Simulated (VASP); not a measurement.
# CaSe (F-43m) in VASP: equation of state, part 2 of 2

VASP 6.6.1.

### 7 Equation of state, PBE, 38.09 Å³/atom (volume scaled by 1.06)

The input, INCAR:

```
SYSTEM = CaSe
  PREC = Accurate
  ENCUT = 520
  EDIFF = 1E-7
  ISMEAR = -1
  SIGMA = 0.05
  LREAL = .False.
  LASPH = .True.
  NELM = 60
  ALGO = Normal
  ISIF = 2
  LWAVE = .False.
  LCHARG = .False.
  GGA = PE
  NBANDS = 15
```

The input, KPOINTS:

```
Automatic mesh
0
Gamma
  7 7 7
  0 0 0
```

The input, POSCAR:

```
CaSe
1.0
    0.0000000000      3.3647223140      3.3647223140
    3.3647223140      0.0000000000      3.3647223140
    3.3647223140      3.3647223140      0.0000000000
Se Ca
1 1
Direct
    0.2500000000      0.2500000000      0.2500000000
    0.0000000000      0.0000000000      0.0000000000
```

Potentials or basis: VASP PAW PBE potentials, release 64 (Se, Ca_sv).

Run with:

```sh
$ cat potpaw_PBE.64/Se/POTCAR potpaw_PBE.64/Ca_sv/POTCAR > POTCAR
$ mpirun -np 1 vasp_std > vasp.out
```

OUTCAR:

```text
SYSTEM = CaSe
   PREC = Accurate
   ENCUT = 520
   EDIFF = 1E-7
   ISMEAR = -1
   LREAL = .False.
   LASPH = .True.
   NELM = 60
   ISIF = 2
   GGA = PE

 Found     20 irreducible k-points:

 Following reciprocal coordinates:
            Coordinates               Weight
  0.000000  0.000000  0.000000      1.000000
  0.142857  0.000000  0.000000      8.000000
  0.285714  0.000000  0.000000      8.000000
  0.428571  0.000000  0.000000      8.000000
  0.142857  0.142857  0.000000      6.000000
  0.285714  0.142857  0.000000     24.000000
   k-points           NKPTS =     20   k-points in BZ     NKDIM =     20   number of bands    NBANDS=     15
   number of dos      NEDOS =    301   number of ions     NIONS =      2
   total plane-waves  NPLWV =  46656
   dimension x,y,z NGX =    36 NGY =   36 NGZ =   36
   dimension x,y,z NGXF=    72 NGYF=   72 NGZF=   72
   ions per type =               1   1
   NGX,Y,Z   is equivalent  to a cutoff of  12.58, 12.58, 12.58 a.u.
   NGXF,Y,Z  is equivalent  to a cutoff of  25.15, 25.15, 25.15 a.u.
 SYSTEM =  CaSe
   PREC   = accura    normal or accurate (medium, high low for compatibility)
   ISTART =      0    job   : 0-new  1-cont  2-samecut
   ICHARG =      2    charge: 1-file 2-atom 10-const
   ISPIN  =      1    spin polarized calculation?
   LNONCOLLINEAR =      F non collinear calculations
   LSORBIT =      F    spin-orbit coupling
   LASPH  =      T    aspherical Exc in radial PAW
   ENCUT  =  520.0 eV  38.22 Ry    6.18 a.u.   8.85  8.85  8.85*2*pi/ulx,y,z
   NELM   =     60;   NELMIN=  2; NELMDL= -5     # of ELM steps
   EDIFF  = 0.1E-06   stopping-criterion for ELM
   LREAL  =      F    real-space projection
   EDIFFG = 0.1E-05   stopping-criterion for IOM
   NSW    =      0    number of steps for IOM
   IBRION =     -1    ionic relax: 0-MD 1-quasi-New 2-CG
   NFREE  =      0    steps in history (QN), initial steepest desc. (CG)
   ISIF   =      2    stress and relaxation
   ISYM   =      2    0-nonsym 1-usesym 2-fastsym
   POTIM  = 0.5000    time-step for ionic-motion
   TEBEG  =    0.0;   TEEND  =   0.0 temperature during run
   PSTRESS=    0.0 pullay stress
   NELECT =      16.0000    total number of electrons
   NUPDOWN=      -1.0000    fix difference up-down
   EMIN   =  10.00;   EMAX   =-10.00  energy-range for DOS
   EFERMI =   0.00;   METHOD = LEGACY
   ISMEAR =    -1;   SIGMA  =   0.05  broadening in eV -4-tet -1-fermi 0-gaus
   EFERMI_NEDOS =   21; number of points for ismear=-14 and -15
   IALGO  =     38    algorithm
   IMIX   =      4    mixing-type and parameters
     AMIX     =   0.40;   BMIX     =  1.00
     AMIX_MAG =   1.60;   BMIX_MAG =  1.00
  volume/ion in A,a.u.               =      38.09       257.07
  Fermi-wavevector in a.u.,A,eV,Ry     =   0.973096  1.838884 12.883567  0.946915
  Thomas-Fermi vector in A             =   2.103448
   LORBIT       =      0    0 simple, 1 ext, 2 COOP (PROOUT), +10 PAW based schemes
   GGA     = PE    functional components
   LHFCALC =     F    Hartree Fock is set to
   AEXX    =    0.0000 exact exchange contribution
   IVDW    =     0    specifies the selected vdW correction
   LEPSILON=     F    determine dielectric tensor
   LRPA    =     F    only Hartree local field effects (RPA)
 non-spin polarized calculation
  energy-cutoff  :      520.00
  volume of cell :       76.19
 maximum number of plane-waves:      2085
   NGX = 17   NGY = 17   NGZ = 17

 number of electron      15.9999997 magnetization

 Free energy of the ion-electron system (eV)
  ---------------------------------------------------
  ext. energy  EPLUGINS =         0.00000000
  ---------------------------------------------------
  free energy    TOTEN  =        -8.94498193 eV

  energy without entropy =       -8.94498193  energy(sigma->0) =       -8.94498193

 E-fermi :   0.6369     XC(G=0):  -7.3377

 val. band max:       -0.5897227609   @ k =  -0.2857   0.2857   0.0000
 cond. band min:       2.3834578875   @ k =   0.0000   0.0000   0.0000
 fundamental gap:      2.9731806484
 Fermi energy:         0.6369453515

 k-point     1 :       0.0000    0.0000    0.0000
  band No.  band energies     occupation
      1     -39.9772      2.00000
      2     -20.9760      2.00000
      3     -20.9760      2.00000
      4     -20.9760      2.00000
      5     -10.8347      2.00000
      6      -0.6581      2.00000
      7      -0.6581      2.00000
      8      -0.6581      2.00000
      9       2.3835      0.00000
     10       4.5990      0.00000
     11       4.5990      0.00000
     12       6.3914      0.00000
     13       6.3914      0.00000
     14       6.3914      0.00000
     15       8.1042      0.00000

 k-point     2 :       0.1429    0.0000    0.0000
  band No.  band energies     occupation
      1     -39.9770      2.00000
      2     -20.9816      2.00000
      3     -20.9767      2.00000
      4     -20.9767      2.00000
      5     -10.7963      2.00000
      6      -0.9573      2.00000
      7      -0.6446      2.00000
      8      -0.6446      2.00000
      9       2.9419      0.00000
     10       4.5168      0.00000
     11       4.5168      0.00000
     12       6.0601      0.00000
     13       6.3753      0.00000
     14       6.3753      0.00000
     15       7.6083      0.00000

 k-point     3 :       0.2857    0.0000    0.0000
  band No.  band energies     occupation
      1     -39.9765      2.00000
      2     -20.9943      2.00000
      3     -20.9783      2.00000
      4     -20.9783      2.00000
      5     -10.7091      2.00000
      6      -1.4206      2.00000
      7      -0.6183      2.00000
      8      -0.6183      2.00000
      9       3.9326      0.00000
     10       4.4813      0.00000
     11       4.4813      0.00000
     12       5.3749      0.00000
     13       6.0657      0.00000
     14       6.0657      0.00000
     15       7.1580      0.00000

 k-point     4 :       0.4286    0.0000    0.0000
  band No.  band energies     occupation
      1     -39.9761      2.00000
      2     -21.0044      2.00000
      3     -20.9796      2.00000
      4     -20.9796      2.00000
      5     -10.6385      2.00000
      6      -1.6869      2.00000
      7      -0.6012      2.00000
      8      -0.6012      2.00000
      9       4.3091      0.00000
     10       4.6441      0.00000
     11       4.6441      0.00000
     12       4.9649      0.00000
     13       5.5861      0.00000
     14       5.5861      0.00000
     15       7.6107      0.00000

 k-point     5 :       0.1429    0.1429    0.0000
  band No.  band energies     occupation
      1     -39.9769      2.00000
      2     -20.9820      2.00000
      3     -20.9777      2.00000
      4     -20.9777      2.00000
      5     -10.7835      2.00000
      6      -1.0033      2.00000
      7      -0.6592      2.00000
      8      -0.6592      2.00000
      9       3.1179      0.00000
     10       4.2540      0.00000
     11       4.7077      0.00000
     12       6.1811      0.00000
     13       6.1811      0.00000
     14       6.2783      0.00000
     15       7.6130      0.00000

 k-point     6 :       0.2857    0.1429    0.0000
  band No.  band energies     occupation
      1     -39.9765      2.00000
      2     -20.9915      2.00000
      3     -20.9795      2.00000
      4     -20.9794      2.00000
      5     -10.7128      2.00000
      6      -1.3360      2.00000
      7      -0.6680      2.00000
      8      -0.6469      2.00000
      9       3.8088      0.00000
     10       4.2117      0.00000
     11       4.7695      0.00000
     12       5.4822      0.00000
     13       5.9015      0.00000
     14       6.2182      0.00000
     15       7.4974      0.00000

 [... further k-points ...]

------------------------ aborting loop because EDIFF is reached ----------------------------------------

  FORCE on cell =-STRESS in cart. coord.  units (eV):
  Direction    XX          YY          ZZ          XY          YZ          ZX
  --------------------------------------------------------------------------------------
  -------------------------------------------------------------------------------------
  Total       -0.8293235     -0.8293235     -0.8293235      0.0000000      0.0000000     -0.0000000
  in kB      -17.4404166    -17.4404166    -17.4404166      0.0000000      0.0000000     -0.0000000
  external PRESSURE =     -17.4404166 kB  Pullay stress =       0.0000000 kB

 VOLUME and BASIS-vectors are now :
 -----------------------------------------------------------------------------
  energy-cutoff  :      520.00
  volume of cell :       76.19
      direct lattice vectors                 reciprocal lattice vectors
     0.000000000  3.364722314  3.364722314    -0.148600673  0.148600673  0.148600673
     3.364722314  0.000000000  3.364722314     0.148600673 -0.148600673  0.148600673
     3.364722314  3.364722314  0.000000000     0.148600673  0.148600673 -0.148600673

 POSITION                                       TOTAL-FORCE (eV/Angst)
 -----------------------------------------------------------------------------------
      1.68236      1.68236      1.68236         0.000000      0.000000      0.000000
      0.00000      0.00000      0.00000        -0.000000     -0.000000     -0.000000
 -----------------------------------------------------------------------------------
    total drift:                                0.000000      0.000000      0.000000

  FREE ENERGIE OF THE ION-ELECTRON SYSTEM (eV)
  ---------------------------------------------------
  free  energy   TOTEN  =        -8.9449819287 eV

  energy  without entropy=       -8.9449819286  energy(sigma->0) =       -8.94498193
```

OSZICAR:

```text
N       E                     dE             d eps       ncg     rms          rms(c)
DAV:   1     0.109771677621E+03    0.10977E+03   -0.69678E+03   600   0.930E+02
DAV:   2    -0.354121203567E+01   -0.11331E+03   -0.10774E+03   726   0.229E+02
DAV:   3    -0.898270378806E+01   -0.54415E+01   -0.53874E+01   873   0.479E+01
DAV:   4    -0.937943456222E+01   -0.39673E+00   -0.39654E+00   789   0.103E+01
DAV:   5    -0.938302918879E+01   -0.35946E-02   -0.35944E-02   859   0.122E+00    0.444E+00
DAV:   6    -0.896563924235E+01    0.41739E+00   -0.58121E-01   691   0.322E+00    0.251E+00
DAV:   7    -0.892934982139E+01    0.36289E-01   -0.22443E-01   817   0.237E+00    0.105E+00
DAV:   8    -0.894362598783E+01   -0.14276E-01   -0.32503E-02   670   0.132E+00    0.230E-01
DAV:   9    -0.894361168584E+01    0.14302E-04   -0.27276E-03   796   0.403E-01    0.123E-01
DAV:  10    -0.894480101597E+01   -0.11893E-02   -0.10597E-03   628   0.176E-01    0.243E-02
DAV:  11    -0.894497100575E+01   -0.16999E-03   -0.27857E-04   796   0.913E-02    0.110E-02
DAV:  12    -0.894497766297E+01   -0.66572E-05   -0.14601E-05   712   0.196E-02    0.440E-03
DAV:  13    -0.894498199366E+01   -0.43307E-05   -0.67682E-06   740   0.123E-02    0.326E-03
DAV:  14    -0.894498192865E+01    0.65005E-07   -0.21287E-07   753   0.257E-03
   1 F= -.89449819E+01 E0= -.89449819E+01  d E =-.353757E-10
```

stdout:

```text
POSCAR found type information on POSCAR SeCa
 POSCAR found :  2 types and       2 ions
 scaLAPACK will be used
 LDA part: xc-table for (Slater+PW92), standard interpolation
 POSCAR, INCAR and KPOINTS ok, starting setup
 FFT: planning ... GRIDC
 FFT: planning ... GRID_SOFT
 FFT: planning ... GRID
 WAVECAR not read
 entering main loop
```

Run time: 31 s. Hardware: 1 thread of Intel Xeon Platinum 8488C (Sapphire Rapids), shared host; peak memory 0.21 GiB.

What came out:

| Quantity | Value |
| --- | --- |
| Free energy | -8.9450 eV |
| Pressure | -1.7 GPa |
| Band gap on the k mesh | 2.97 eV, indirect (least direct gap 3.04 eV) |

Caveat: an odd mesh through Γ misses points on the zone boundary, where band edges often lie.

### 8 Equation of state, PBE

Potentials or basis: VASP PAW PBE potentials, release 64 (Se, Ca_sv).

No new run: the results of the series are fitted here.

What came out:

```yaml
Equilibrium_volume: 35.89 Å³/atom
Bulk_modulus: 33 GPa
Pressure_derivative_of_the_bulk_modulus: 4.0
```

Energy against volume, from the lowest point:
```csv
volume (Å³/atom),energy (meV/atom)
33.781,13.84
34.500,5.79
35.218,1.29
35.937,0.00
36.656,1.61
37.374,5.85
38.093,12.47
```
